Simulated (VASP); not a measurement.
BaZrO3, 5 atoms in the cell. The structure is cubic, space group Pm-3m (No. 221). The conventional cell has a = 4.189 Å, b = 4.189 Å, c = 4.189 Å, α = 90.00°, β = 90.00°, γ = 90.00°. Around Ba (site symmetry m-3m) lie 12 O at 2.96 Å. Zr (site symmetry m-3m) has 6 O at 2.09 Å as nearest neighbours. O (site symmetry 4/mmm) has 2 Zr at 2.09 Å as nearest neighbours. 

| Quantity | Value |
| --- | --- |
| Program | VASP 6.6.1 |
| Task | band structure |
| Functional | PBE0 |
| Potentials or basis | VASP PAW PBE potentials, release 64 (Ba_sv, Zr_sv, O) |
| Cutoff | 520 eV |
| k mesh | 4 × 4 × 4 |
| Occupations | gaussian, width 0.03 eV |
| Spin | no spin polarisation |
| Grid for exact exchange (PRECFOCK) | Fast |
| Exchange at q = 0 | truncated |
| Further INCAR settings | ALGO = Normal; EDIFF = 1e-06 |

Potentials or basis: VASP PAW PBE potentials, release 64 (Ba_sv, Zr_sv, O).

The run is started by

```bash
$ cat potpaw_PBE.64/Ba_sv/POTCAR potpaw_PBE.64/Zr_sv/POTCAR potpaw_PBE.64/O/POTCAR > POTCAR
$ cp INCAR.step1 INCAR
$ mpirun -np 4 vasp_std > vasp.out
$ cp INCAR.step2 INCAR
$ mpirun -np 4 vasp_std > vasp.out
```

Hardware: 4 MPI ranks on Intel(R) Xeon(R) 6975P-C (Granite Rapids) (shared host).

Q: How long does it take, and how much memory?

A: It took 4.1 min on 4 MPI ranks on Intel(R) Xeon(R) 6975P-C (Granite Rapids), with other jobs on the host, peak memory 0.23 GiB a rank. Counts: scf iterations 19, k points 10.
